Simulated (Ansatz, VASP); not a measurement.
**Two plane-wave programs on KBr**

```xyz
2
Lattice="0.0000 3.2745 3.2745 3.2745 0.0000 3.2745 3.2745 3.2745 0.0000" Properties=species:S:1:pos:R:3 pbc="T T T"
K     0.0000    0.0000    0.0000
Br    3.2745    3.2745    3.2745
```

Alike in both runs: functional PBEsol; k mesh 6 × 6 × 6; no spin polarisation.

Ansatz relaxed the structure, and its values are those at the end. VASP's run is a single point on that final structure, the one shown.

```csv
,VASP,Ansatz
version,VASP 6.6.1,Ansatz 0.2.0
potentials or method,"VASP PAW PBE potentials, release 64 (K_sv, Br)","scalar-relativistic, plane waves, PAW"
plane-wave cutoff (eV),520,420
occupations,"gaussian, width 0.01 eV",fixed
valence electrons in the cell,16,16
```

```csv
,VASP,Ansatz,Ansatz less VASP
gap on the k mesh at the Fermi level (eV),4.34,4.34,+0.003
least direct gap on the mesh (eV),4.34,4.34,+0.003
pressure (GPa),0.1,0.0,-0.06
```

Caveats: the PAW data sets were made with another functional, which shifts forces and pressure a little (VASP).
